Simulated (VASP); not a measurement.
A run of VASP 6.6.1 is set up as follows.

INCAR

```
PREC = Accurate
ENCUT = 520
EDIFF = 1E-6
ISMEAR = 1
SIGMA = 0.1
LREAL = F
LASPH = T
NELM = 80
ALGO = Normal
ISIF = 2
LWAVE = F
LCHARG = F
GGA = PE
NBANDS = 11
```

The input KPOINTS:

```
Automatic mesh
0
Gamma
  6 6 6
```

Contents of POSCAR:

```
BAs
1.0
    0.0000000000      2.4096270000      2.4096270000
    2.4096270000      0.0000000000      2.4096270000
    2.4096270000      2.4096270000      0.0000000000
B As
1 1
Direct
    0.2500000000      0.2500000000      0.2500000000
    0.0000000000      0.0000000000      0.0000000000
```

Potentials or basis: VASP PAW PBE potentials, release 64 (B, As).

Run with:

```console
$ cat potpaw_PBE.64/B/POTCAR potpaw_PBE.64/As/POTCAR > POTCAR
$ mpirun -np 1 vasp_std > vasp.out
```

Q: Predict the pressure.

A: -0.2 GPa.

Q: What does it give for the band gap on the k mesh?

A: 1.29 eV, indirect (least direct gap 3.24 eV).

A k mesh can miss the band edges. PBE gaps usually lie below the measured ones, often by a third to a half.
